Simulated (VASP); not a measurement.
## Re: relaxation of shape and atoms at fixed volume with LDA

The system is Re.

```
CELL_PARAMETERS angstrom
2.73849 0.00000 0.00000
-1.36925 2.37160 0.00000
0.00000 0.00000 4.43270
ATOMIC_POSITIONS crystal
Re 0.33333 0.66667 0.25000
Re 0.66667 0.33333 0.75000
```

```json
{
  "Program": "VASP 6.6.1",
  "Task": "relaxation of shape and atoms at fixed volume",
  "Functional": "LDA",
  "Potentials or basis": "VASP PAW LDA potentials, release 64 (Re)",
  "Cutoff": "600 eV",
  "k mesh": "15 × 15 × 8",
  "Occupations": "methfessel-paxton, width 0.1 eV",
  "Spin": "no spin polarisation",
  "Further INCAR settings": "ALGO = Fast; EDIFF = 1e-07; IBRION = 2; EDIFFG = -0.01; NSW = 40; ISIF = 4"
}
```

| Item | Value |
| --- | --- |
| Pressure after relaxing | 0.0 GPa |
| Band gap on the k mesh | none (metal or under the smearing width) |

Final structure:
```
CELL_PARAMETERS angstrom
2.73849 0.00000 0.00000
-1.36925 2.37160 0.00000
0.00000 0.00000 4.43270
ATOMIC_POSITIONS crystal
Re 0.33333 0.66667 0.25000
Re 0.66667 0.33333 0.75000
```

Levels at points of the mesh, in eV from the Fermi level:
| k point | band 3 | band 4 | band 5 | band 6 | band 7 | band 8 | band 9 | band 10 | band 11 |
| --- | --- | --- | --- | --- | --- | --- | --- | --- | --- |
| (0.00, 0.00, 0.00) | -1.66 | -1.63 | -1.63 | -0.77 | -0.77 | 0.21 | 0.21 | 0.80 | 3.48 |
| (0.00, 0.00, 0.50) | -2.42 | -2.42 | -1.76 | -1.76 | -1.76 | -1.76 | 2.64 | 2.64 | 2.64 |

It took 56 s on 1 thread of Intel(R) Xeon(R) Platinum 8375C CPU @ 2.90GHz (Ice Lake) (shared host), peak memory 0.17 GiB.

Caveat: the relaxation stopped at its first step, so nothing moved. The run has no spin-orbit coupling, so splittings on Re are missing.
